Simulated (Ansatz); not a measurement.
**Convergence of AlRu**

```
CELL_PARAMETERS angstrom
2.99160 0.00000 0.00000
0.00000 2.99160 0.00000
0.00000 0.00000 2.99160
ATOMIC_POSITIONS crystal
Al 0.00000 0.00000 0.00000
Ru 0.50000 0.50000 0.50000
```

Atoms are numbered in the order listed.

The conventional cell has a = 2.992 Å, b = 2.992 Å, c = 2.992 Å, α = 90.00°, β = 90.00°, γ = 90.00°. Al (atom 1) has 8 Ru at 2.59 Å as nearest neighbours. Ru (atom 2) is surrounded by 8 Al at 2.59 Å.

The cell is COD entry 1527371, as deposited and not checked against the literature; nothing was relaxed.

Spin polarisation is left out, and whether a magnetic state lies lower isn't shown here.

Level of theory: Ansatz 0.2.0, DFT, PBE, PAW with Ansatz's default frozen-core files, scalar-relativistic.

The runs use a Γ-centred 12×12×12 k mesh, Fermi–Dirac smearing of 0.05 eV, cutoff 420 eV, no spin polarisation. One setting is then changed at a time.

P includes the program's estimate of the Pulay (finite-basis) term, listed apart; without it the pressure would be far more sensitive to the cutoff.

```tsv
PAW cutoff (eV)	free energy less the base's (meV/atom)	P (GPa)	Pulay term in P (GPa)
420 (base)	0.0	2.48	0.07
250	796	1.75	58.58
300	98.0	3.18	10.98
350	?	2.51	1.18
500	-1.3	2.47	0.04
800	?	2.46	0.00
```

(1) Give the missing entry: row "350", column "free energy less the base's (meV/atom)".

(2) Give the missing entry: row "800", column "free energy less the base's (meV/atom)".

## Answers

(1) 7.9.

(2) -1.7.
